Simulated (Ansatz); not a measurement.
**WSe2: a single-point run**

Aim: a sound single-point run of WSe2. The structure is shown as the input types it. The cell is built on a prototype (3R-MoS2 type) and needn't be the phase found in nature.

Computed with Ansatz 0.2.0 (density functional or hybrid calculation with the settings of its input, plane waves (as first typed), unless a step's input says otherwise).

5 further runs of the same task are left out: 2 for a known fault of the program, 3 that didn't finish.

### 1 The system as given

It takes space group R3m (No. 160, trigonal). Conventional cell: a = 3.302 Å, b = 3.302 Å, c = 19.739 Å, α = 90.00°, β = 90.00°, γ = 120.00°. W (site symmetry 3m) is surrounded by 6 Se at 2.53 Å. Around Se (site symmetry 3m) lie 3 W at 2.53 Å.

As a file:

```cif
data_structure
_symmetry_space_group_name_H-M 'P 1'
_symmetry_Int_Tables_number 1
_cell_length_a 6.8503
_cell_length_b 6.8503
_cell_length_c 6.8503
_cell_angle_alpha 27.894
_cell_angle_beta 27.894
_cell_angle_gamma 27.894
_cell_volume 62.13
loop_
_atom_site_label
_atom_site_type_symbol
_atom_site_fract_x
_atom_site_fract_y
_atom_site_fract_z
_atom_site_occupancy
W1 W 0.99998 0.99998 0.99998 1
Se1 Se 0.41765 0.41765 0.41765 1
Se2 Se 0.24903 0.24903 0.24903 1
```

### 2 The calculation

Contents of input.yaml:

```yaml
crystal:
  lattice:
    - [1.6510739566, 0.9532479933, 6.5796479446]
    - [-1.6510739566, 0.9532479933, 6.5796479446]
    - [0.0, -1.9064959866, 6.5796479446]
  atoms:
    - { symbol: W, position: [-1.83143e-05, -1.83143e-05, -1.83143e-05] }
    - { symbol: Se, position: [0.4176504316, 0.4176504316, 0.4176504316] }
    - { symbol: Se, position: [0.2490345494, 0.2490345494, 0.2490345494] }
kpoints:
  mp_grid: { grid: [2, 4, 6] }
hamiltonian:
  xc: pbesol
scf:
  occupations: { method: fixed }
  n_extra_bands: 4
output:
  forces: true
  stress: true
  eigenvalues: true
```

Run with:

```
$ ansatz run input.yaml --threads 4 --pin off --max-ram 3686MiB --backend cpu --events-out ev --progress --plain --runs-dir out
```

Q: Will this input give a usable result? If not, why, and what should change?

The program finished normally, with warnings (symmetry narrowed by mesh). Its log warns: «crystal.symmetry: narrowed to the stabiliser of the k-point mesh — unitary ops 6 → 1; excluded 5 operations that carry a point of the 2×4×6 mesh (shift [0, 0 ...»

The suspect setting: kpoints.mp_grid.grid is [2, 4, 6]. The mesh doesn't respect the lattice's symmetry: fewer operations survive, and spurious anisotropy appears.

To check: set kpoints.mp_grid.grid to [6, 6, 6].
